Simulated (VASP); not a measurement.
Write the native input for VASP 6.6.1 that does the following.

```
Task                   : band structure
Functional             : PBE
Potentials or basis    : VASP PAW PBE potentials, release 64 (Ni, O)
Cutoff                 : 500 eV
k mesh                 : 11 × 11 × 11
Occupations            : fermi-dirac, width 0.05 eV
Spin                   : collinear spin, ferromagnetic start
Starting moments       : [1.0, 0.0] μB
Further INCAR settings : ALGO = Fast; EDIFF = 1e-06; NBANDS = 19
```

The system is NiO.

```
Ni O
1.0
     0.00000    2.08590    2.08590
     2.08590    0.00000    2.08590
     2.08590    2.08590    0.00000
Ni O
1 1
Cartesian
  0.0000 0.0000 0.0000
  2.0859 2.0859 2.0859
```

The input as run:

POSCAR

```
NiO
1.0
    0.0000000000      2.0859016414      2.0859016414
    2.0859016414      0.0000000000      2.0859016414
    2.0859016414      2.0859016414      0.0000000000
Ni O
1 1
Direct
    0.0000000000      0.0000000000      0.0000000000
    0.5000000000      0.5000000000      0.5000000000
```

INCAR.step1

```
SYSTEM = NiO
ALGO = Fast
EDIFF = 1E-6
ENCUT = 500
GGA = PE
ISIF = 2
ISMEAR = -1
ISPIN = 2
LASPH = .True.
LCHARG = .True.
LMAXMIX = 4
LORBIT = 11
LREAL = .False.
LWAVE = .False.
MAGMOM = 1 0
NBANDS = 19
NELM = 120
PREC = Accurate
SIGMA = 0.05
```

KPOINTS.step1

```
k-points
0
Gamma
  11 11 11
  0 0 0
```

INCAR.step2

```
SYSTEM = NiO
ALGO = Fast
EDIFF = 1E-6
ENCUT = 500
GGA = PE
ICHARG = 11
ISIF = 2
ISMEAR = 0
ISPIN = 2
LASPH = .True.
LCHARG = .False.
LMAXMIX = 4
LORBIT = 11
LREAL = .False.
LWAVE = .False.
MAGMOM = 1 0
NBANDS = 19
NELM = 120
PREC = Accurate
SIGMA = 0.05
```

KPOINTS.step2

```
path GXWKGLUWLK,UX
20
line-mode
reciprocal
 0.0000000000  0.0000000000  0.0000000000  G
 0.5000000000  0.0000000000  0.5000000000  X

 0.5000000000  0.0000000000  0.5000000000  X
 0.5000000000  0.2500000000  0.7500000000  W

 0.5000000000  0.2500000000  0.7500000000  W
 0.3750000000  0.3750000000  0.7500000000  K

 0.3750000000  0.3750000000  0.7500000000  K
 0.0000000000  0.0000000000  0.0000000000  G

 0.0000000000  0.0000000000  0.0000000000  G
 0.5000000000  0.5000000000  0.5000000000  L

 0.5000000000  0.5000000000  0.5000000000  L
 0.6250000000  0.2500000000  0.6250000000  U

 0.6250000000  0.2500000000  0.6250000000  U
 0.5000000000  0.2500000000  0.7500000000  W

 0.5000000000  0.2500000000  0.7500000000  W
 0.5000000000  0.5000000000  0.5000000000  L

 0.5000000000  0.5000000000  0.5000000000  L
 0.3750000000  0.3750000000  0.7500000000  K

 0.6250000000  0.2500000000  0.6250000000  U
 0.5000000000  0.0000000000  0.5000000000  X
```

Potentials or basis: VASP PAW PBE potentials, release 64 (Ni, O).

Command:

```bash
$ cat potpaw_PBE.64/Ni/POTCAR potpaw_PBE.64/O/POTCAR > POTCAR
$ cp INCAR.step1 INCAR
$ cp KPOINTS.step1 KPOINTS
$ mpirun -np 1 vasp_std > vasp.out
$ cp INCAR.step2 INCAR
$ cp KPOINTS.step2 KPOINTS
$ mpirun -np 1 vasp_std > vasp.out
```

It gave:

The band gap along the path is none (metal or under the smearing width) and the net moment is 1.67 μB per cell.

Caveat: the log is that of the step along the path at fixed density, whose energy, stress, charges and moments have no meaning; a cell with one magnetic atom can't hold antiferromagnetic order, which such compounds often take; semilocal functionals often make such compounds metallic where correlation or magnetic order opens a gap, which also shifts bond lengths.

It took 42 s on 1 thread of Intel(R) Xeon(R) 6975P-C (Granite Rapids), with other jobs on the host, peak memory 0.22 GiB.
